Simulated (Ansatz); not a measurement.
# CoO (P-6m2) in Ansatz: notebook

The runs below take CoO through single point, with PBE.

Everything below comes from runs of Ansatz 0.2.0. Logs are shortened: lines on timing, memory, paths and dates and some standing lists are left out, and cuts for length are marked.

## 1. Starting point

Symmetry: P-6m2, No. 187, hexagonal system. Conventional cell: a = 2.828 Å, b = 2.828 Å, c = 2.722 Å, α = 90.00°, β = 90.00°, γ = 120.00°. Co (site symmetry -6m2) is surrounded by 6 O at 2.13 Å. O (site symmetry -6m2) is surrounded by 6 Co at 2.13 Å.

The cell was built by a generator and needn't be a form met in nature.

## 2. Single point, PBE, collinear spin, random start

input.yaml

```yaml
crystal:
  lattice:
    - [2.82845, 0.0, 0.0]
    - [-1.41423, 2.44951, 0.0]
    - [0.0, 0.0, 2.72172]
  atoms:
    - { symbol: Co, position: [0.0, 0.0, 0.5], spin: 1.71 }
    - { symbol: O, position: [0.66667, 0.33333, 0.0] }
hamiltonian:
  xc: pbe
  pseudopotentials: { kind: paw }
magnetization:
  spin_polarized: true
kpoints:
  mp_grid: { grid: [11, 11, 10] }
scf:
  occupations: { method: fermi_dirac, width: 0.05 }
output:
  forces: true
  stress: true
  eigenvalues: true
```

Potentials or basis: Ansatz PAW.

Run with:

```console
$ ansatz run input.yaml --threads 2 --pin off --max-ram 5632MiB --backend cpu --events-out ev --progress --plain --runs-dir out
```

The program printed:

```text
Warning: the atoms were moved onto the symmetric positions of the space group found under crystal.symmetry.tolerance 1.0e-5 (fractional; no operation is sought that the atoms, as they stand in a round, miss by more than twice it, and no atom is moved by as much as it), and the run uses the moved positions. Before a round's move an operation carried an atom to 1.41e-5 Å from where it should land, the largest such distance. Atom 1 (counting from 0) moved farthest, by 1.63e-5 Å; the longest move in fractions of the cell, of whichever atom, is 0.47 of the tolerance, in 1 round. To run the atoms as typed, lower crystal.symmetry.tolerance until the operations that they miss are no longer found, or set crystal.symmetry.detect: false (a key that needs symmetry detection or time reversal refuses this as the deck is read). The positions used, in the order of the run's atom list: position: [5.5510939473021013e-17, -1.8503646491007004e-17, 0.5]; position: [0.6666666666666667, 0.3333333333333333, 0.0]; The lattice was moved too: crystal.lattice keeps the space group found at crystal.symmetry.tolerance 1.0e-5 only nearly: the operation that it misses by the most changes a squared length by the fraction 4.08e-6. The run uses the lattice that is a stretch of the typed one, with no rotation, onto the one that keeps every operation to a double's rounding (on a very oblique basis the stretch itself rounds by more); the deck's lattice vector that moved farthest moved by 2.90e-6 Å. To run the lattice as typed, set crystal.symmetry.tolerance under 1.72e-6, the least fraction by which an operation that the lattice misses changes a squared length (the same key also sets how far an atom may lie from its image, so lowering it can lose operations that the atoms keep only within it), or set crystal.symmetry.detect: false, as for the atoms. crystal.lattice made exact, in Å and degrees: [[2.8284502578841653, 2.886751346032116e-6, 0.0], [-1.4142276289420825, 2.449508333292661, 0.0], [0.0, 0.0, 2.72172]]. Pasted over the deck's crystal.lattice, beside positions in fractional coordinates, it runs the same cell (given as lengths and angles, that cell in the form's own orientation, a rigid turn of the misfit's size from the one run here, for which a checkpoint.post_process_only pass over this run's state can be refused: where this run relaxes nothing, give such a pass this deck's own crystal.lattice, as typed; behind a relaxation, as crystal.lattice, the state's own cell, identity.cell in its checkpoint.json), and a matrix so pasted ends this notice, except on a very skew basis of the lattice, where the rounding of the pasted numbers themselves can read as a misfit: the cell is then moved again, and that move is told again. The lattice as run is in this notice's lattice.as_run_ang field (Run.prep()["deck_notices"] in Python, the deck_notice line of an events file, deck_notices of ansatz run --dry-run=json, or deck_notices in record.json in the deck's checkpoint.write directory).
Warning: RAYON_NUM_THREADS=2 ignored (pool sized by the plan → 2); use --threads N
Engine: ansatz 0.2.0, aarch64-unknown-linux-gnu
Pseudopotentials: kind: paw
Pseudopotential: Co, paw, valence charge 17, recommended cutoff 420 eV (normal), Co.paw.azcp
Pseudopotential: O, paw, valence charge 6, recommended cutoff 420 eV (normal), O.paw.azcp
Functional definition: PBE
  parameter kappa = 0.804
  parameter beta = 0.06672455060314922
  exchange = pbe_x(kappa = kappa, mu = beta*pi^2/3)
  correlation = pbe_c(beta = beta)
Crystal: 2 atoms, lattice volume = 18.857 Å³
Basis set: ecut = 420 eV, 381 PW (Γ), exchange–correlation on 40×40×40 points (8 copies of the dense FFT grid, shifted against one another)
Bands: 17, of which v1, the nominal top of the filled ones, is band 12 counted from 1 (11 counted from 0)
Symmetry: 12 space group operations
Space group: P-6m2 (ITA 187), of the structure as read, at distance tolerance 2.7e-5 Å
Magnetic group: BNS 187.209 (UNI 1439), of the structure as read, at distance tolerance 2.7e-5 Å
k-points: 96 of 1210 (time reversal used)
Non-local potential: Co, projectors of the file, l = 0: 3, l = 1: 2, l = 2: 3, l = 3: 1
Non-local potential: O, projectors of the file, l = 0: 2, l = 1: 2, l = 2: 1
PAW form: soft (Blöchl's): semilocal exchange-correlation on the pseudo side does not see the compensation charge
PAW one-centre angular grid: Co, 590 points (default); XC on 64 Gauss nodes
PAW one-centre angular grid: O, 110 points (default); XC on 64 Gauss nodes
[... 19 lines left out ...]
SCF iter  12: F=—  HF=-5691.997023 eV  |F-HF|=—  |Δ(HF+E_count)|=   2.33e-7  Δρ=2.73e-5 (↑2.32e-5 ↓2.73e-5)  dr2=2.39e-8  dr2_m=1.06e-7  M=3.000 μB ∫|m|=3.052 μB  β_m=0.89  ethr=4.05e-9  ⟨swp⟩=2.5  Hψ=5020  notcnv=0  defer=50
SCF iter  13: F=-5691.997023 eV  HF=-5691.997023 eV  |F-HF|=1.07e-9  |Δ(HF+E_count)|=   9.23e-9  Δρ=5.71e-6 (↑3.99e-6 ↓5.71e-6)  dr2=2.28e-9  dr2_m=2.94e-9  M=3.000 μB ∫|m|=3.052 μB  ethr=1.04e-10  ⟨swp⟩=3.3  Hψ=11673  notcnv=0
SCF 1 converged in 13 iterations: F = -5691.997023 eV  dr2 = 2.28e-9
SCF converged after 13 iterations
Magnetization: 2.9999 μB (13.0000 up, 10.0000 down)
Absolute magnetization: 3.0517 μB (∫|ρ↑−ρ↓|, with the PAW one-centre terms)
Spin contamination: 0.0117 ħ² per cell (⟨S²⟩ above its minimum at these occupations)
Per-site moments (μB) at R_I (Å): [(2.502681453747269, 0.8768560757837129), (0.42171026813106316, 0.8768560757837129)]
Free energy (F): -5691.997023 eV
Harris-Foulkes:  -5691.997023 eV  (|F-HF|=1.07e-9)
Internal energy: -5691.970093 eV  (E = F + TS)
E sigma→0 (E₀):  -5691.983558 eV
Entropy (-TS):   -0.026930 eV (-13.465 meV/atom)
Fermi energy:    14.364107 eV
--- Per-component energies (eV) ---
  E_band       = -300.140420
  E_kinetic    = 618.212658
  E_local      = -3417.617405  (includes V_loc(G=0)·N_el)
  E_nonlocal   = 512.000481
  E_hartree    = 1404.166280
  E_xc         = -229.093444
  E_vxc        = -294.464939  (∫ρ·V_xc dr)
  E_paw        = -1675.542104  (= ΣΔE_a)
  E_vpaw       = -526.605735  (= ΣTr[D̂ρ^β])
  E_aug_tail   = 0.002332  (compensation charges beyond the density's cutoff)
  E_ewald      = -2904.098891
  E_smearing   = -0.026930  (= −TS)
  E_closure    = 0.000000  (closes the sum)
  Σ components = -5691.997023   (vs F -5691.997023, Δ=0.00e0)
--- Forces (eV/Å), atoms counted from 1 ---
  atom   1  Co    -0.00000000     0.00000000     0.00000000
  atom   2  O      0.00000000    -0.00000000     0.00000000
  max |Σ_I F_I| component: 5.55e-17 eV/Å
--- Stress (GPa, compression-positive) ---
        0.100174      -0.000000      -0.000000
       -0.000000       0.100174       0.000000
       -0.000000       0.000000       0.000778
  P = ⅓ Tr σ = 0.0670 GPa (0.670 kbar)
--- Band table (eV; the first three rows and the last of 192) ---
  k-point 0 ↑: bands = ["-82.8555", "-46.2932", "-45.9953", "-45.9953", "-6.2376", "9.3225", "9.3225", "9.9558", "10.6279", "11.4104", "11.4104", "13.3117", "13.3117", "14.9649", "28.9321", "30.3388", "30.3388"]
  k-point 1 ↑: bands = ["-82.8550", "-46.2993", "-45.9948", "-45.9948", "-6.1491", "9.2776", "9.3674", "9.3674", "10.8369", "11.3230", "11.3230", "13.3269", "13.3269", "15.5086", "28.3932", "30.5820", "30.5820"]
  k-point 2 ↑: bands = ["-82.8535", "-46.3153", "-45.9934", "-45.9934", "-5.9063", "7.9970", "9.4776", "9.4776", "11.1419", "11.1419", "11.2058", "13.3250", "13.3250", "16.6781", "26.8977", "31.3036", "31.3036"]
  k-point 95 ↓: bands = ["-79.7682", "-43.1765", "-43.1226", "-43.1096", "-3.6509", "7.9356", "8.1810", "9.5998", "13.2467", "14.4446", "14.7244", "15.4153", "16.6792", "20.5301", "23.2868", "26.8842", "28.8163"]
```

Run time: 7.2 s. Hardware: 2 threads of Arm Neoverse V1, shared host; peak memory 0.34 GiB.

Results:

```
Free energy            : -5691.9970 eV
Pressure               : 0.1 GPa
Band gap on the k mesh : none (metal or under the smearing width)
Net moment             : 3.00 μB per cell
Absolute moment        : 3.05 μB per cell
Site moments           : Co +2.50; O +0.42 μB
```

Stress tensor (GPa, compression positive):
```
0.10 0.00 0.00
0.00 0.10 0.00
0.00 0.00 0.00
```

Caveat: the pressure holds a Pulay correction of +0.7 GPa for the finite cutoff; a cell with one magnetic atom can't hold antiferromagnetic order, which such compounds often take; semilocal functionals often make such compounds metallic where correlation or magnetic order opens a gap, which also shifts bond lengths.

## 3. Single point, PBE, collinear spin, ferromagnetic start

input.yaml: that of step 2 with these lines changed.

```diff
@@ -6,3 +6,3 @@
   atoms:
-    - { symbol: Co, position: [0.0, 0.0, 0.5], spin: 1.71 }
+    - { symbol: Co, position: [0.0, 0.0, 0.5], spin: 3.5 }
     - { symbol: O, position: [0.66667, 0.33333, 0.0] }
@@ -21 +21,5 @@
   eigenvalues: true
+  write_density: true
+  write_potential: true
+  elf: true
+  volumetric_format: npy
```

Potentials or basis: Ansatz PAW.

Run with:

```console
$ ansatz run input.yaml --threads 2 --pin off --max-ram 5632MiB --backend cpu --events-out ev --progress --plain --runs-dir out
```

Wall time 8.3 s (2 threads of Arm Neoverse V1, shared host); peak memory 0.34 GiB.

The run converged. Its results:

```yaml
Free_energy: -5691.9970 eV
Pressure: 0.1 GPa
Band_gap_on_the_k_mesh: none (metal or under the smearing width)
Net_moment: 3.00 μB per cell
Absolute_moment: 3.05 μB per cell
Site_moments: Co +2.50; O +0.42 μB
```

Stress tensor (GPa, compression positive):
```
0.10 0.00 0.00
0.00 0.10 0.00
0.00 0.00 0.00
```

Levels at points of the mesh, in eV from the Fermi level:
Spin up:
```
            k point  band 11  band 12  band 13  band 14  band 15  band 16
 (0.00, 0.00, 0.00)    -2.95    -1.05    -1.05     0.60    14.57    15.97
(0.00, 0.00, -0.50)    -2.20    -1.30    -1.30     6.75     6.80    21.16
```
Spin down:
| k point | band 8 | band 9 | band 10 | band 11 | band 12 | band 13 |
| --- | --- | --- | --- | --- | --- | --- |
| (0.00, 0.00, 0.00) | -3.07 | -2.70 | 0.29 | 0.29 | 0.79 | 0.79 |
| (0.00, 0.00, -0.50) | -3.09 | -1.00 | -1.00 | -0.13 | 0.94 | 0.94 |

Caveat: the pressure holds a Pulay correction of +0.7 GPa for the finite cutoff; a cell with one magnetic atom can't hold antiferromagnetic order, which such compounds often take; semilocal functionals often make such compounds metallic where correlation or magnetic order opens a gap, which also shifts bond lengths. With open d or f shells a metallic result of PBE can be an artefact of self-interaction; +U or a hybrid may open a gap.
